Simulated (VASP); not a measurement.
# BN (F-43m) in VASP: further runs

Runs on BN. Level: PBE. Tasks: G0W0 quasiparticle levels.

All numbers are computed with VASP 6.6.1; they aren't measurements. Logs are shortened: lines on timing, memory, paths and dates and some standing lists are left out, and cuts for length are marked.

## 1. Starting point

It takes space group F-43m (No. 216, cubic). Conventional cell: a = 3.626 Å, b = 3.626 Å, c = 3.626 Å, α = 90.00°, β = 90.00°, γ = 90.00°. Around N (site symmetry -43m) lie 4 B at 1.57 Å. B (site symmetry -43m) is surrounded by 4 N at 1.57 Å.

The cell is a database's computed one.

## 2. G0W0 quasiparticle levels, PBE

File POSCAR:

```
BN
1.0
    0.0000000000      1.8130010000      1.8130010000
    1.8130010000      0.0000000000      1.8130010000
    1.8130010000      1.8130010000      0.0000000000
N B
1 1
Direct
    0.2500000000      0.2500000000      0.2500000000
    0.0000000000      0.0000000000      0.0000000000
```

File INCAR.step1:

```
SYSTEM = BN
PREC = Accurate
ENCUT = 450
EDIFF = 1E-8
ISMEAR = 0
SIGMA = 0.01
LREAL = .FALSE.
LASPH = .TRUE.
NELM = 80
ALGO = Normal
LWAVE = .TRUE.
LCHARG = .FALSE.
GGA = PE
```

File INCAR.step2:

```
SYSTEM = BN
PREC = Accurate
ENCUT = 450
EDIFF = 1E-8
ISMEAR = 0
SIGMA = 0.01
LREAL = .FALSE.
LASPH = .TRUE.
NELM = 1
ALGO = Exact
LWAVE = .TRUE.
LCHARG = .FALSE.
GGA = PE
NBANDS = 18
LOPTICS = .TRUE.
ISTART = 1
```

File INCAR.step3:

```
SYSTEM = BN
PREC = Accurate
ENCUT = 450
EDIFF = 1E-8
ISMEAR = 0
SIGMA = 0.01
LREAL = .FALSE.
LASPH = .TRUE.
ALGO = EVGW0
LWAVE = .FALSE.
LCHARG = .FALSE.
GGA = PE
NELMGW = 1
NBANDS = 18
ENCUTGW = 260
NOMEGA = 48
PRECFOCK = Fast
ISTART = 1
NBANDSGW = 12
```

File KPOINTS:

```
Automatic mesh
0
G
  3 3 3
  0 0 0
```

Potentials or basis: VASP PAW PBE potentials, release 64 (N_GW, B_GW).

Launch:

```sh
$ cat potpaw_PBE.64/N_GW/POTCAR potpaw_PBE.64/B_GW/POTCAR > POTCAR
$ cp INCAR.step1 INCAR
$ mpirun -np 1 vasp_std > vasp.out
$ cp INCAR.step2 INCAR
$ mpirun -np 1 vasp_std > vasp.out
$ cp INCAR.step3 INCAR
$ mpirun -np 1 vasp_std > vasp.out
```

OUTCAR:

```text
SYSTEM = BN
   PREC = Accurate
   ENCUT = 450
   EDIFF = 1E-8
   ISMEAR = 0
   LREAL = .FALSE.
   LASPH = .TRUE.
   GGA = PE
   NELMGW = 1
   ENCUTGW = 260
   PRECFOCK = Fast
   ISTART = 1

 Found      4 irreducible k-points:

 Following reciprocal coordinates:
            Coordinates               Weight
  0.000000  0.000000  0.000000      1.000000
  0.333333  0.000000  0.000000      8.000000
  0.333333  0.333333  0.000000      6.000000
 -0.333333  0.333333  0.000000     12.000000
   k-points           NKPTS =      4   k-points in BZ     NKDIM =     27   number of bands    NBANDS=     18
   number of dos      NEDOS =    301   number of ions     NIONS =      2
   total plane-waves  NPLWV =   5832
   dimension x,y,z NGX =    18 NGY =   18 NGZ =   18
   dimension x,y,z NGXF=    36 NGYF=   36 NGZF=   36
   ions per type =               1   1
   NGX,Y,Z   is equivalent  to a cutoff of  11.67, 11.67, 11.67 a.u.
   NGXF,Y,Z  is equivalent  to a cutoff of  23.34, 23.34, 23.34 a.u.
 SYSTEM =  BN
   PREC   = accura    normal or accurate (medium, high low for compatibility)
   ISTART =      1    job   : 0-new  1-cont  2-samecut
   ICHARG =      0    charge: 1-file 2-atom 10-const
   ISPIN  =      1    spin polarized calculation?
   LNONCOLLINEAR =      F non collinear calculations
   LSORBIT =      F    spin-orbit coupling
   LASPH  =      T    aspherical Exc in radial PAW
   ENCUT  =  450.0 eV  33.07 Ry    5.75 a.u.   4.43  4.43  4.43*2*pi/ulx,y,z
   NELM   =     60;   NELMIN=  2; NELMDL=  0     # of ELM steps
   EDIFF  = 0.1E-07   stopping-criterion for ELM
   LREAL  =      F    real-space projection
   EDIFFG = 0.1E-06   stopping-criterion for IOM
   NSW    =      0    number of steps for IOM
   IBRION =     -1    ionic relax: 0-MD 1-quasi-New 2-CG
   NFREE  =      0    steps in history (QN), initial steepest desc. (CG)
   ISIF   =      0    stress and relaxation
   ISYM   =      3    0-nonsym 1-usesym 2-fastsym
   POTIM  = 0.5000    time-step for ionic-motion
   TEBEG  =    0.0;   TEEND  =   0.0 temperature during run
   PSTRESS=    0.0 pullay stress
   NELECT =       8.0000    total number of electrons
   NUPDOWN=      -1.0000    fix difference up-down
   EMIN   =  10.00;   EMAX   =-10.00  energy-range for DOS
   EFERMI =   0.00;   METHOD = LEGACY
   ISMEAR =     0;   SIGMA  =   0.01  broadening in eV -4-tet -1-fermi 0-gaus
   EFERMI_NEDOS =   21; number of points for ismear=-14 and -15
   IALGO  =     38    algorithm
   IMIX   =      4    mixing-type and parameters
     AMIX     =   0.40;   BMIX     =  1.00
     AMIX_MAG =   1.60;   BMIX_MAG =  1.00
  volume/ion in A,a.u.               =       5.96        40.22
  Fermi-wavevector in a.u.,A,eV,Ry     =   1.433387  2.708709 27.954506  2.054598
  Thomas-Fermi vector in A             =   2.552911
   LORBIT       =      0    0 simple, 1 ext, 2 COOP (PROOUT), +10 PAW based schemes
   GGA     = PE    functional components
   LHFCALC =     T    Hartree Fock is set to
   PRECFOCK=fast      Normal, Fast or Accurate (Low or Medium for compatibility)
   ENCUT4O =  -1.0   cutoff for four orbital integrals eV
   NKREDX  =     1    reduce k-point grid by
   NKREDY  =     1    reduce k-point grid by
   NKREDZ  =     1    reduce k-point grid by
   AEXX    =    1.0000 exact exchange contribution
   HFSCREEN=    0.0000 screening length (either q_TF or 0.3 A-1)
   HFSCREENC=   0.0000 screening length for correlation (either q_TF or 0.3 A-1)
   ENCUTFOCK=  -1.0 apply spherical cutoff to Coloumb kernel
   IVDW    =     0    specifies the selected vdW correction
   LEPSILON=     F    determine dielectric tensor
   LRPA    =     F    only Hartree local field effects (RPA)
   LRPAFORCE           =     F    calculate RPA forces
   ENCUTGW             = 260.0    cutoff for response function in eV
   ENCUTGWSOFT         = 208.0    soft cutoff for Coulomb kernel in GW response function in eV
   ENCUTLF             =  -1.0    cutoff for local field effects
   NELMGW              =     1    number of iterations in solving QP/BSE equation
   NELMHF              =     1    number of iterations in the inner HF iteration
   NKREDLFX            =     1    NKREDLFY  =   1   NKREDLFZ  =   1
 non-spin polarized calculation
 Gauss-broadening in eV      SIGMA  =   0.01
  energy-cutoff  :      450.00
  volume of cell :       11.92
 maximum number of plane-waves:       259
 NGX is ok and might be reduce to    18
  NGX = 12; NGY = 12; NGZ = 12
   NGX =  9   NGY =  9   NGZ =  9
 maximum number of plane-waves:       117

 QP shifts <psi_nk| G(iteration)W_0 |psi_nk>: iteration 1
 for sc-GW calculations column KS-energies equals QP-energies in previous step
 and V_xc(KS)=  KS-energies - (<T + V_ion + V_H > + <T+V_H+V_ion>^1  + <V_x>^1)

 k-point   1 :       0.0000    0.0000    0.0000
  band No.  KS-energies  QP-energies   sigma(KS)   V_xc(KS)     V^pw_x(r,r')   Z            occupation Imag(sigma)

      1     -12.7045     -14.4213     -17.6342     -15.4437     -26.3915       0.7838       2.0000       1.6185
      2       7.4800       7.2156     -18.5804     -18.2590     -22.3910       0.8226       2.0000       0.1286
      3       7.4800       7.2156     -18.5804     -18.2590     -22.3910       0.8226       2.0000       0.1286
      4       7.4800       7.2156     -18.5804     -18.2590     -22.3910       0.8226       2.0000       0.1286
      5      16.1541      18.0021     -11.5100     -13.7408      -6.6858       0.8284       0.0000      -0.1289
      6      16.1541      18.0021     -11.5100     -13.7408      -6.6858       0.8284       0.0000      -0.1289
      7      16.1541      18.0021     -11.5100     -13.7408      -6.6858       0.8284       0.0000      -0.1289
      8      17.6446      19.2449     -13.4077     -15.3925      -8.0853       0.8063       0.0000      -0.1614
      9      31.9542      33.0390     -10.0018     -11.3463      -3.2201       0.8069       0.0000      -0.6767
     10      35.0433      37.1856     -10.7103     -13.2558      -5.3479       0.8416       0.0000      -0.5524
     11      35.0433      37.1856     -10.7103     -13.2558      -5.3479       0.8416       0.0000      -0.5524
     12      35.6373      37.0864      -9.2491     -10.9827      -2.9663       0.8359       0.0000      -0.8775

 k-point   2 :       0.3333    0.0000    0.0000
  band No.  KS-energies  QP-energies   sigma(KS)   V_xc(KS)     V^pw_x(r,r')   Z            occupation Imag(sigma)

      1     -10.1846     -11.6916     -17.9600     -16.0149     -26.2370       0.7748       2.0000       1.2625
      2      -0.3875      -1.4324     -16.8453     -15.5250     -21.8274       0.7914       2.0000       0.2326
      3       5.9144       5.4806     -18.0336     -17.5013     -21.9873       0.8147       2.0000       0.1319
      4       5.9144       5.4806     -18.0336     -17.5013     -21.9873       0.8147       2.0000       0.1319
      5      17.2083      18.8077     -12.5586     -14.5090      -7.5426       0.8200       0.0000      -0.1447
      6      17.9907      19.9341     -11.7370     -14.0980      -6.7171       0.8231       0.0000      -0.1462
      7      17.9907      19.9341     -11.7370     -14.0980      -6.7171       0.8231       0.0000      -0.1462
      8      21.8856      23.9390     -13.1312     -15.7170      -7.3366       0.7941       0.0000      -0.2381
      9      30.4998      31.7619      -9.9067     -11.4642      -3.4614       0.8103       0.0000      -0.5470
     10      31.6850      33.4669     -10.3907     -12.5356      -4.6660       0.8308       0.0000      -0.5192
     11      31.6850      33.4669     -10.3907     -12.5356      -4.6660       0.8308       0.0000      -0.5192
     12      34.8352      36.6382     -10.7035     -12.9790      -3.5467       0.7923       0.0000      -0.9233

 k-point   3 :       0.3333    0.3333    0.0000
  band No.  KS-energies  QP-energies   sigma(KS)   V_xc(KS)     V^pw_x(r,r')   Z            occupation Imag(sigma)

      1      -9.3669     -10.8189     -18.0619     -16.1938     -26.1623       0.7772       2.0000       1.1654
      2       1.4101       0.4651     -17.7197     -16.5363     -22.5282       0.7985       2.0000       0.1960
      3       3.4490       2.7520     -17.3458     -16.4851     -21.6274       0.8098       2.0000       0.1542
      4       3.4490       2.7520     -17.3458     -16.4851     -21.6274       0.8098       2.0000       0.1542
      5      13.0634      14.3152     -11.2510     -12.7460      -6.7471       0.8373       0.0000      -0.1134
      6      17.6331      19.0756     -11.1940     -12.9241      -6.3551       0.8338       0.0000      -0.1362
      7      22.8744      25.2238     -12.8518     -15.8195      -6.8812       0.7916       0.0000      -0.2580
      8      22.8744      25.2238     -12.8518     -15.8195      -6.8812       0.7916       0.0000      -0.2580
      9      26.5646      28.5583     -12.9518     -15.4596      -6.7446       0.7950       0.0000      -0.3689
     10      34.6302      36.5183     -10.7658     -13.1424      -3.4910       0.7945       0.0000      -0.9334
     11      40.0725      42.5570     -10.3772     -13.3029      -4.8202       0.8492       0.0000      -0.9930
     12      42.6797      44.6157      -9.7587     -12.1199      -3.0257       0.8199       0.0000      -1.2273

 k-point   4 :      -0.3333    0.3333    0.0000
  band No.  KS-energies  QP-energies   sigma(KS)   V_xc(KS)     V^pw_x(r,r')   Z            occupation Imag(sigma)

      1      -7.3843      -8.6611     -18.8775     -17.2314     -26.7577       0.7757       2.0000       0.9751
      2      -0.9236      -2.0192     -16.3782     -14.9926     -21.3312       0.7907       2.0000       0.2448
      3       0.1065      -0.9493     -16.7196     -15.3973     -21.5376       0.7985       2.0000       0.2132
      4       3.9902       3.3486     -17.5042     -16.7145     -21.7092       0.8125       2.0000       0.1488
      5      15.2084      16.5835     -11.4347     -13.0861      -6.8133       0.8327       0.0000      -0.1238
      6      21.7399      23.8187     -13.3829     -15.9843      -7.8310       0.7991       0.0000      -0.2168
      7      21.9107      24.1813     -12.4944     -15.3419      -6.6763       0.7974       0.0000      -0.2329
      8      23.3440      25.5110     -12.7585     -15.5300      -6.4707       0.7819       0.0000      -0.2948
      9      25.4984      27.1978     -11.2703     -13.3611      -5.6086       0.8128       0.0000      -0.2676
     10      32.3255      34.1231     -10.2139     -12.3564      -4.7162       0.8390       0.0000      -0.4990
     11      34.0402      36.2388     -11.4306     -14.2195      -4.1780       0.7883       0.0000      -0.8486
     12      42.0541      43.8889      -9.3773     -11.5505      -2.9540       0.8443       0.0000      -1.2536
```

Run time: 4.4 s. Hardware: 1 thread of Intel Xeon Platinum 8375C at 2.90GHz (Ice Lake), shared host; peak memory 0.13 GiB.

These settings aren't checked as converged: the numbers below hold their error.

What came out:

```yaml
Band_gap_on_the_k_mesh_mean-field_level: 5.58 eV, indirect (least direct gap 8.67 eV)
Quasiparticle_gap: 7.10 eV
Least_direct_quasiparticle_gap: 10.79 eV
```

Caveat: the k mesh is coarse (spacing up to 1.00 Å⁻¹), so the values aren't converged; bands, screening cutoff and mesh are small and nothing is extrapolated, so the quasiparticle values aren't converged; an odd mesh through Γ misses points on the zone boundary, where band edges often lie.

## 3. G0W0 quasiparticle levels, PBE

POSCAR is that of step 2.

INCAR.step1 is that of step 2.

INCAR.step2, as its differences from that of step 2:

```diff
@@ -13,3 +13,3 @@
 GGA = PE
-NBANDS = 18
+NBANDS = 32
 LOPTICS = .TRUE.
```

INCAR.step3, as its differences from that of step 2:

```diff
@@ -13,5 +13,5 @@
 NELMGW = 1
-NBANDS = 18
-ENCUTGW = 260
-NOMEGA = 48
+NBANDS = 32
+ENCUTGW = 150
+NOMEGA = 72
 PRECFOCK = Fast
```

KPOINTS is that of step 2.

Potentials or basis: VASP PAW PBE potentials, release 64 (N_GW, B_GW).

Launch:

```sh
$ cat potpaw_PBE.64/N_GW/POTCAR potpaw_PBE.64/B_GW/POTCAR > POTCAR
$ cp INCAR.step1 INCAR
$ mpirun -np 1 vasp_std > vasp.out
$ cp INCAR.step2 INCAR
$ mpirun -np 1 vasp_std > vasp.out
$ cp INCAR.step3 INCAR
$ mpirun -np 1 vasp_std > vasp.out
```

OUTCAR:

```text
SYSTEM = BN
   PREC = Accurate
   ENCUT = 450
   EDIFF = 1E-8
   ISMEAR = 0
   LREAL = .FALSE.
   LASPH = .TRUE.
   GGA = PE
   NELMGW = 1
   ENCUTGW = 150
   PRECFOCK = Fast
   ISTART = 1

 Found      4 irreducible k-points:

 Following reciprocal coordinates:
            Coordinates               Weight
  0.000000  0.000000  0.000000      1.000000
  0.333333  0.000000  0.000000      8.000000
  0.333333  0.333333  0.000000      6.000000
 -0.333333  0.333333  0.000000     12.000000
   k-points           NKPTS =      4   k-points in BZ     NKDIM =     27   number of bands    NBANDS=     32
   number of dos      NEDOS =    301   number of ions     NIONS =      2
   total plane-waves  NPLWV =   5832
   dimension x,y,z NGX =    18 NGY =   18 NGZ =   18
   dimension x,y,z NGXF=    36 NGYF=   36 NGZF=   36
   ions per type =               1   1
   NGX,Y,Z   is equivalent  to a cutoff of  11.67, 11.67, 11.67 a.u.
   NGXF,Y,Z  is equivalent  to a cutoff of  23.34, 23.34, 23.34 a.u.
[... 54 lines left out ...]
   NELMHF              =     1    number of iterations in the inner HF iteration
   NKREDLFX            =     1    NKREDLFY  =   1   NKREDLFZ  =   1
 non-spin polarized calculation
 Gauss-broadening in eV      SIGMA  =   0.01
  energy-cutoff  :      450.00
  volume of cell :       11.92
 maximum number of plane-waves:       259
 NGX is ok and might be reduce to    18
  NGX = 12; NGY = 12; NGZ = 12
   NGX =  9   NGY =  9   NGZ =  9
 maximum number of plane-waves:        59

 QP shifts <psi_nk| G(iteration)W_0 |psi_nk>: iteration 1
 for sc-GW calculations column KS-energies equals QP-energies in previous step
 and V_xc(KS)=  KS-energies - (<T + V_ion + V_H > + <T+V_H+V_ion>^1  + <V_x>^1)

 k-point   1 :       0.0000    0.0000    0.0000
  band No.  KS-energies  QP-energies   sigma(KS)   V_xc(KS)     V^pw_x(r,r')   Z            occupation Imag(sigma)

      1     -12.7045     -14.5911     -17.7988     -15.4437     -26.3915       0.8011       2.0000       1.4146
      2       7.4800       6.9188     -18.9432     -18.2590     -22.3910       0.8203       2.0000       0.0709
      3       7.4800       6.9188     -18.9432     -18.2590     -22.3910       0.8203       2.0000       0.0709
      4       7.4800       6.9188     -18.9432     -18.2590     -22.3910       0.8203       2.0000       0.0709
      5      16.1541      17.5940     -12.0002     -13.7408      -6.6858       0.8272       0.0000      -0.0858
      6      16.1541      17.5940     -12.0002     -13.7408      -6.6858       0.8272       0.0000      -0.0858
      7      16.1541      17.5940     -12.0002     -13.7408      -6.6858       0.8272       0.0000      -0.0858
      8      17.6446      18.9128     -13.8209     -15.3925      -8.0853       0.8069       0.0000      -0.1032
      9      31.9542      32.5546     -10.6105     -11.3463      -3.2201       0.8160       0.0000      -0.6052
     10      35.0433      36.4435     -11.5936     -13.2558      -5.3479       0.8424       0.0000      -0.4995
     11      35.0433      36.4435     -11.5936     -13.2558      -5.3479       0.8424       0.0000      -0.4995
     12      35.6373      36.3966     -10.0528     -10.9827      -2.9663       0.8166       0.0000      -0.7999
[... 36 lines left out ...]
      1      -7.3843      -8.8115     -19.0888     -17.2314     -26.7577       0.7684       2.0000       0.7841
      2      -0.9236      -2.2235     -16.6539     -14.9926     -21.3312       0.7824       2.0000       0.1547
      3       0.1065      -1.1860     -17.0060     -15.3973     -21.5376       0.8035       2.0000       0.1306
      4       3.9902       3.0910     -17.8251     -16.7145     -21.7092       0.8097       2.0000       0.0923
      5      15.2084      16.2130     -11.8784     -13.0861      -6.8133       0.8319       0.0000      -0.0820
      6      21.7399      23.3717     -13.9307     -15.9843      -7.8310       0.7946       0.0000      -0.1491
      7      21.9107      23.7026     -13.0889     -15.3419      -6.6763       0.7954       0.0000      -0.1627
      8      23.3440      25.0666     -13.3299     -15.5300      -6.4707       0.7830       0.0000      -0.2058
      9      25.4984      26.7533     -11.8135     -13.3611      -5.6086       0.8109       0.0000      -0.1955
     10      32.3255      33.4995     -10.9552     -12.3564      -4.7162       0.8379       0.0000      -0.4363
     11      34.0402      35.6685     -12.1361     -14.2195      -4.1780       0.7816       0.0000      -0.7183
     12      42.0541      43.0658     -10.3558     -11.5505      -2.9540       0.8468       0.0000      -1.1796
```

OUTCAR.step2:

```text
SYSTEM = BN
   PREC = Accurate
   ENCUT = 450
   EDIFF = 1E-8
[... 519 lines left out ...]
  --------------------------------------------------------------------------------------------------------------
     0.00000     6.34640     6.34640     6.34640    -0.00000     0.00000    -0.00000
     1.42144     6.43444     6.43444     6.43444    -0.00000     0.00000    -0.00000
     2.84287     6.72267     6.72267     6.72267    -0.00000     0.00000    -0.00000
     4.26431     7.29059     7.29059     7.29059    -0.00000     0.00000    -0.00000
     5.68574     8.35653     8.35653     8.35653    -0.00000     0.00000    -0.00000
     7.10718    10.67884    10.67884    10.67884    -0.00000     0.00000    -0.00000
[... 92 lines left out ...]
   139.30066     0.94679     0.94679     0.94679     0.00000    -0.00000     0.00000
   140.72209     0.94793     0.94793     0.94793     0.00000    -0.00000     0.00000
```

It took 4.5 s on 1 thread of Intel Xeon Platinum 8375C at 2.90GHz (Ice Lake), shared host; peak memory 0.12 GiB.

The run converged, but some of its settings lie outside the range that counts as converged, so its numbers aren't taken as properties of the crystal.

Results:

```
Band gap on the k mesh, mean-field level : 5.58 eV, indirect (least direct gap 8.67 eV)
Quasiparticle gap                        : 7.05 eV
Least direct quasiparticle gap           : 10.68 eV
```

Caveat: the k mesh is coarse (spacing up to 1.00 Å⁻¹), so the values aren't converged; bands, screening cutoff and mesh are small and nothing is extrapolated, so the quasiparticle values aren't converged; an odd mesh through Γ misses points on the zone boundary, where band edges often lie.

(Continued in part 2 of 3.)
